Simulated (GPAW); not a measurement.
A run of GPAW 26.7.0 is set up as follows.

The input run.py:

```python
from ase import Atoms
from ase.dft.bandgap import bandgap
from ase.io import write
from ase.units import GPa
from gpaw import GPAW, PW

atoms = Atoms(['Si'],
              cell=[[-1.62691493, 1.62691493, 1.32032985],
                    [1.62691493, -1.62691493, 1.32032985],
                    [1.62691493, 1.62691493, -1.32032985]],
              scaled_positions=[[0.0, 0.0, 0.0]],
              pbc=True)

calc = GPAW(mode=PW(450),
            xc='LDA',
            kpts={'size': (10, 10, 10), 'gamma': True},
            occupations={'name': 'fermi-dirac', 'width': 0.05},
            nbands=8,
            maxiter=120,
            txt='gpaw.txt')
atoms.calc = calc
energy = atoms.get_potential_energy()
forces = atoms.get_forces()
stress = atoms.get_stress()
calc.write('gs.gpw')
write('result.traj', atoms)
print(f'Energy: {energy:.6f} eV')
print('Forces (eV/A):')
print(forces.round(4))
print('Stress (GPa):', (stress / GPa).round(3))
print('Fermi level:', round(calc.get_fermi_level(), 4), 'eV')
print(f'Gap: {bandgap(calc)[0]:.4f} eV, direct: {bandgap(calc, direct=True)[0]:.4f} eV')
```

Potentials or basis: the program's PAW data sets (release 1.2.1) made for this functional, pw.

Command:

```sh
$ OMP_NUM_THREADS=1 python run.py
```

(1) What does it give for the pressure?

(2) What does it give for the band gap on the k mesh?

## Answers

(1) 0.6 GPa.

(2) none (metal or under the smearing width).

Caveat: the cutoff is short for stress and forces, so pressures can be off by a GPa or more.
